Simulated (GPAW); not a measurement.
Runs of GPAW 26.7.0 on V. It takes space group Im-3m (No. 229, cubic). The conventional cell has a = 3.029 Å, b = 3.029 Å, c = 3.029 Å, α = 90.00°, β = 90.00°, γ = 90.00°. V (site symmetry m-3m) has 8 V at 2.62 Å as nearest neighbours. 

```csv
task,level,U,cell,optimizer,fmax,max steps,convergence,band path,gap on the mesh (eV),pressure (GPa),moment (μB)
relaxation of cell and atoms,PBEsol,-,relaxed,BFGS,0.02 eV/Å,60,density=1e-05 forces=0.0001,-,none,0.2,0.00
band structure,PBEsol+U,V d U = 2 eV,as given,-,-,-,-,"GHNGPH,PN",-,-5.2,(b)
band structure,PBEsol+U,V d U = 8 eV,as given,-,-,-,-,"GHNGPH,PN",-,72.8,2.78
band structure,PBEsol,-,as given,-,-,-,-,"GHNGPH,PN",-,-10.7,0.00
relaxation of cell and atoms,PBEsol,-,relaxed to 5 GPa,BFGS,0.02 eV/Å,60,density=1e-05 forces=0.0001,-,none,5.0,0.00
band structure,PBEsol+U,V d U = 6 eV,as given,-,-,-,-,"GHNGPH,PN",-,58.8,2.63
relaxation of cell and atoms,PBEsol,-,relaxed to 30 GPa,BFGS,0.02 eV/Å,60,density=1e-05 forces=0.0001,-,none,30.0,0.00
band structure,PBEsol+U,V d U = 3 eV,as given,-,-,-,-,"GHNGPH,PN",-,(a),0.92
relaxation of cell and atoms,PBEsol,-,relaxed to 20 GPa,BFGS,0.02 eV/Å,60,density=1e-05 forces=0.0001,-,none,20.0,0.00
band structure,PBEsol+U,V d U = 4 eV,as given,-,-,-,-,"GHNGPH,PN",-,15.9,1.47
relaxation of cell and atoms,PBEsol,-,relaxed to 10 GPa,BFGS,0.02 eV/Å,60,density=1e-05 forces=0.0001,-,none,10.0,0.00
```

Alike in all rows: potentials or basis PAW data sets generated in the run's folder for this functional, pw; spin collinear, ferromagnetic start; k mesh 12 × 12 × 12; cutoff (eV) 600; smearing fermi-dirac 0.05 eV.

Question: Fill in the values left out.

Answer: (a) 0.9; (b) 0.62.

Caveats: each step starts from the last one's moments, so a moment once lost doesn't come back (some runs); later steps reuse the first step's grids (some runs); the U is typed as a test and isn't derived for this compound (some runs); a pressure of tens of GPa on the cell as given is suspect, and the run, the potentials or the cell itself is likely at fault (some runs).

A gap of «none» marks a metal or a gap under the smearing width.

Runs at the PBE level aren't shown here.
